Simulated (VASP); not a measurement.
Set up this calculation in VASP 6.6.1, as the native input.

| Quantity | Value |
| --- | --- |
| Task | relaxation of cell and atoms |
| Functional | PBE |
| Dispersion | D3(BJ) |
| Potentials or basis | VASP PAW PBE potentials, release 64 (Hf_pv, S) |
| Cutoff | 400 eV |
| k mesh | 12 × 12 × 6 |
| Occupations | gaussian, width 0.02 eV |
| Spin | no spin polarisation |
| Target pressure | 4 GPa |
| Pressure (GPa) | 4 |
| Further INCAR settings | ALGO = Normal; EDIFF = 1e-07; IBRION = 2; EDIFFG = -0.003; NSW = 40; ISIF = 3 |
| Target pressure | 4 GPa |

The structure of HfS2 lies in POSCAR:

```
HfS2
1.0
    3.6396641800      0.0000000000      0.0000000000
   -1.8198320900      3.1520416411      0.0000000000
    0.0000000000      0.0000000000      6.0555624700
Hf S
1 2
Direct
    0.0000000000      0.0000000000      0.0000000000
    0.6666666700      0.3333333300      0.7639520500
    0.3333333300      0.6666666700      0.2360479500
```

The cell is a database's computed one.

The input as run:

INCAR

```
SYSTEM = HfS2
PREC = Accurate
ENCUT = 400
EDIFF = 1E-7
ISMEAR = 0
SIGMA = 0.02
LREAL = .FALSE.
LASPH = .TRUE.
NELM = 80
ALGO = Normal
ISIF = 3
LWAVE = .FALSE.
LCHARG = .FALSE.
GGA = PE
IVDW = 12
IBRION = 2
NSW = 40
EDIFFG = -0.003
PSTRESS = 40
```

KPOINTS

```
Automatic mesh
0
G
  12 12 6
  0 0 0
```

Potentials or basis: VASP PAW PBE potentials, release 64 (Hf_pv, S).

Command:

```sh
$ cat potpaw_PBE.64/Hf_pv/POTCAR potpaw_PBE.64/S/POTCAR > POTCAR
$ mpirun -np 1 vasp_std > vasp.out
```

It gave:

```yaml
Relaxed_volume: 19.81 Å³/atom
Relaxed_cell: a = 3.538 Å, b = 3.538 Å, c = 5.481 Å, α = 90.00°, β = 90.00°, γ = 120.00°
Space_group_after_relaxing_to_0.05_Å: P-3m1 (No. 164)
Energy_change_on_relaxing_the_enthalpy_is_what_falls: +8.2 meV/atom
Ionic_steps: 16
Pressure_after_relaxing: 4.0 GPa
Band_gap_on_the_k_mesh: 0.42 eV, indirect (least direct gap 1.50 eV)
Dispersion_energy_per_atom: -0.376 eV
```

Caveat: the cell is relaxed towards a set pressure, so the enthalpy falls and the energy may rise; spin-orbit coupling is left out, which moves the levels of the heavy elements.

It took 8.1 min on 1 thread of Intel(R) Xeon(R) Platinum 8259CL CPU @ 2.50GHz (Skylake/Cascade Lake), with other jobs on the host, peak memory 0.23 GiB.
